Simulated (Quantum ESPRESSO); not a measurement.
An input for Quantum ESPRESSO 7.5 (Ti3Ni):

pw.in

```
&CONTROL
  calculation = 'scf'
  prefix = 'pwscf'
  outdir = './tmp'
  pseudo_dir = './pseudo'
  tprnfor = .true.
  tstress = .true.
  disk_io = 'nowf'
/
&SYSTEM
  ibrav = 0
  nat = 4
  ntyp = 5
  ecutwfc = 45
  ecutrho = 360
  nbnd = 40
  occupations = 'smearing'
  smearing = 'fd'
  degauss = 0.00367493
  nspin = 2
  starting_magnetization(1) = 0.0556
  starting_magnetization(2) = 0.0833
/
&ELECTRONS
  conv_thr = 8d-10
  electron_maxstep = 50
  mixing_beta = 0.3
/
ATOMIC_SPECIES
Ni    58.6934 ni_pbesol_v1.4.uspp.F.UPF
Ti    47.8670 ti_pbesol_v1.4.uspp.F.UPF
CELL_PARAMETERS angstrom
   3.9351750000   -0.0787035000    0.0000000000
  -0.0787035000    3.9351750000    0.0000000000
   0.0000000000    0.0000000000    3.9351750000
ATOMIC_POSITIONS crystal
Ni     0.0000000000    0.0000000000    0.0000000000
Ti     0.5000000000    0.5000000000    0.0000000000
Ti     0.5000000000    0.0000000000    0.5000000000
Ti     0.0000000000    0.5000000000    0.5000000000
K_POINTS automatic
3 3 3 0 0 0
```

Potentials or basis: GBRV 1.5 PBEsol.

The run is started by

```sh
$ OMP_NUM_THREADS=1 mpirun -n 2 pw.x -nk 2 -in pw.in > pw.out
```

Task: What does the program do with it?

Result: The run stopped without a result. It printed:

pw.out:

```text
This program is part of the open-source Quantum ESPRESSO suite
     for quantum simulation of materials; please cite
         "P. Giannozzi et al., J. Phys.:Condens. Matter 21 395502 (2009);
         "P. Giannozzi et al., J. Phys.:Condens. Matter 29 465901 (2017);
         "P. Giannozzi et al., J. Chem. Phys. 152 154105 (2020);
     in publications or presentations arising from this work. More details at

 %%%%%%%%%%%%%%%%%%%%%%%%%%%%%%%%%%%%%%%%%%%%%%%%%%%%%%%%%%%%%%%%%%%%%%%%%%%%%%
     Error in routine  card_atomic_species (5010):
     cannot read atomic specie from: CELL_PARAMETERS angstrom
 %%%%%%%%%%%%%%%%%%%%%%%%%%%%%%%%%%%%%%%%%%%%%%%%%%%%%%%%%%%%%%%%%%%%%%%%%%%%%%

     stopping ...

"abort". This may have caused other processes in the application to be
```
